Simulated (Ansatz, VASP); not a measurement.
# One calculation of KI, two programs

```
K I
1.0
     0.00000    3.41881    3.52455
     3.52455    0.00000    3.52455
     3.52455    3.41881    0.00000
K I
1 1
Direct
  0.00000 0.00000 0.00000
  0.50000 0.50000 0.50000
```

Change from the starting cell: strain -0.0300 x Voigt [0, 1, 0, 0, 0, 0], atoms carried along.

Alike in both runs: task single point; functional LDA; k mesh 6 × 6 × 6; occupations gaussian, width 0.05 eV; no spin polarisation.

|  | VASP | Ansatz |
| --- | --- | --- |
| version | VASP 6.6.1 | Ansatz 0.2.0 |
| potentials or method | VASP PAW LDA potentials, release 64 (K_sv, I) | scalar-relativistic, plane waves, PAW |
| plane-wave cutoff (eV) | 520 | 420 |
| valence electrons in the cell | 16 | 26 |

VASP gave:

```
gap on the k mesh at the Fermi level (eV)       : 3.69
least direct gap on the mesh (eV)               : 3.69
pressure (GPa)                                  : -0.9
largest component of the traceless stress (GPa) : 0.55
```

Q: What did Ansatz give for the same quantities?

A: gap on the k mesh at the Fermi level (eV): 3.68; least direct gap on the mesh (eV): 3.68; pressure (GPa): -0.9; largest component of the traceless stress (GPa): 0.54.

The two sets of potentials don't hold the same shells in valence.

Caveats: spin-orbit coupling is left out, which moves the levels of the heavy elements.
